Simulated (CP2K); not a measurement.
Runs of CP2K 2026.2 on As. The structure is trigonal, space group R-3m (No. 166). Conventional cell: a = 3.762 Å, b = 3.762 Å, c = 10.542 Å, α = 90.00°, β = 90.00°, γ = 120.00°. As (site symmetry 3m) is surrounded by 3 As at 2.51 Å. 

| task | level | potentials or basis | cell | smearing | EPS_DEFAULT | NGRIDS | basis sets | potentials | points a segment of the path (NPOINTS) | gap on the mesh (eV) | pressure (GPa) | largest force (eV/Å) |
| --- | --- | --- | --- | --- | --- | --- | --- | --- | --- | --- | --- | --- |
| band structure | PBEsol | POTENTIAL_UZH As GTH-PBE-q5; TZVP-MOLOPT-PBE-GTH basis | as given | fermi-dirac 0.01 eV | 1.0E-9 | 4 | As TZVP-MOLOPT-PBE-GTH-q5 | As GTH-PBE-q5 of POTENTIAL_UZH | 10 | none | 2.7 | 0.64 |
| single point | PBEsol | POTENTIAL_UZH As GTH-PBE-q5; TZVP-MOLOPT-PBE-GTH basis | as given | fermi-dirac 0.05 eV | 1.0E-10 | 4 | As TZVP-MOLOPT-PBE-GTH-q5 | As GTH-PBE-q5 of POTENTIAL_UZH | - | none | 2.7 | 0.64 |
| band structure | r2SCAN | POTENTIAL_UZH As GTH-SCAN-q5; TZVP-MOLOPT-SCAN-GTH basis | as given | fermi-dirac 0.0259 eV | 1.0E-9 | 5 | As TZVP-MOLOPT-SCAN-GTH-q5 | As GTH-SCAN-q5 of POTENTIAL_UZH | 8 | none | 0.9 | (a) |
| single point | PBEsol | POTENTIAL_UZH As GTH-PBE-q5; TZVP-MOLOPT-PBE-GTH basis | atoms moved at random, drawn with an rms of 0.05 Å | fermi-dirac 0.05 eV | 1.0E-10 | 4 | As TZVP-MOLOPT-PBE-GTH-q5 | As GTH-PBE-q5 of POTENTIAL_UZH | - | none | 3.3 | 0.93 |
| band structure | LDA | GTH_POTENTIALS As GTH-PADE-q5; TZVP-MOLOPT-PBE-GTH basis | as given | fermi-dirac 0.1 eV | 1.0E-9 | 4 | As TZVP-MOLOPT-PBE-GTH-q5 | As GTH-PADE-q5 of GTH_POTENTIALS | 8 | none | -1.2 | 0.26 |
| band structure | TB-mBJ | POTENTIAL_UZH As GTH-PBE-q5; TZVP-MOLOPT-PBE-GTH basis | as given | fermi-dirac 0.05 eV | 1.0E-10 | 5 | As TZVP-MOLOPT-PBE-GTH-q5 | As GTH-PBE-q5 of POTENTIAL_UZH | 10 | none | - | - |

Alike in all rows: no spin polarisation; k mesh 9 × 9 × 9.

Q: Estimate the missing entries.

A: (a) 0.09.

Caveats: the basis of atomic orbitals isn't converged, which shifts pressures, moduli and gaps; the potentials were made for another functional, which shifts forces and pressure (some runs); this is a model potential without an energy functional, so only levels have meaning (some runs).

A k mesh can miss the band edges, and the runs leave out spin-orbit coupling on As.

A gap of «none» marks a metal or a gap under the smearing width.

Runs at the PBE level aren't shown here.
